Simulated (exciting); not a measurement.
Wanted: the native input for an exciting (release sodium) run.

| Quantity | Value |
| --- | --- |
| Task | optical spectrum |
| Functional | mPWPW91 |
| Potentials or basis | all-electron LAPW+lo, shipped species files, valence relativity iora* |
| rgkmax | 8 |
| k mesh | 6 × 6 × 6, shifted |
| Occupations | methfessel-paxton, width 0.136 eV |
| Spin | no spin polarisation |
| outputlevel | low |
| Top of the spectrum (Ha) | 0.8 Ha |
| Broadening (Ha) | 0.007 Ha |
| gmaxvr (cutoff of density and potential) | 18 1/bohr |
| lmaxapw (and lmaxmat) | 10 |
| lmaxvr | 8 |
| nempty | 36 |
| Valence relativity | iora* |
| epsengy | 1e-05 Ha |
| epspot | 1e-05 Ha |
| maxscl | 100 |
| Muffin-tin radii | Cu 2.0 bohr |

Cu:

```
Cu
1.0
     1.21846   -3.97638    0.00000
     1.21846    3.97638    0.00000
     0.00000    0.00000    2.47550
Cu
2
Direct
  0.86613 0.13387 0.75000
  0.13387 0.86613 0.25000
```

This isn't the form of Cu at room conditions, which is fcc.

The input as run:

input.xml

```xml
<input>
  <title>Cu</title>
  <structure speciespath="./" tshift="false">
    <crystal scale="7.8591335051">
      <basevect>0.292979202530 -0.956118814213 0.000000000000</basevect>
      <basevect>0.292979202530 0.956118814213 0.000000000000</basevect>
      <basevect>0.000000000000 0.000000000000 0.595232102765</basevect>
    </crystal>
    <species speciesfile="Cu.xml" rmt="2">
      <atom coord="0.866133350000 0.133866650000 0.750000000000"/>
      <atom coord="0.133866650000 0.866133350000 0.250000000000"/>
    </species>
  </structure>
  <groundstate do="fromscratch" ngridk="6 6 6" rgkmax="8" gmaxvr="18" lmaxapw="10" lmaxmat="10" lmaxvr="8" stype="Methfessel-Paxton 1" swidth="0.00499791" nempty="36" ValenceRelativity="iora*" epsengy="1e-05" epspot="1e-05" maxscl="100" outputlevel="low" vkloff="0.5 0.5 0.5" niterconvcheck="1" mixer="lin">
    <libxc exchange="XC_GGA_X_MPW91" correlation="XC_GGA_C_PW91"/>
  </groundstate>
  <properties>
    <momentummatrix/>
    <dielmat intraband="false" wmax="0.8" wgrid="200" swidth="0.007" tevout="true">
      <epscomp>1 1</epscomp>
      <epscomp>2 2</epscomp>
      <epscomp>3 3</epscomp>
    </dielmat>
  </properties>
</input>
```

Potentials or basis: all-electron LAPW+lo, shipped species files, valence relativity iora*.

Launch:

```bash
$ OMP_NUM_THREADS=1 exciting_smp
```

It gave:

The density of states at the Fermi level is 0.52 states/eV per cell.

Caveat: the k mesh is coarse (spacing up to 0.45 Å⁻¹), so the values aren't converged; the intraband (Drude) term of the metal is left out; spectra need much finer meshes, so this one isn't converged; independent-particle spectra lack excitons.

Wall time 120 s on 1 thread of Intel(R) Xeon(R) Platinum 8488C (Sapphire Rapids), on a shared host, peak memory 0.35 GiB.
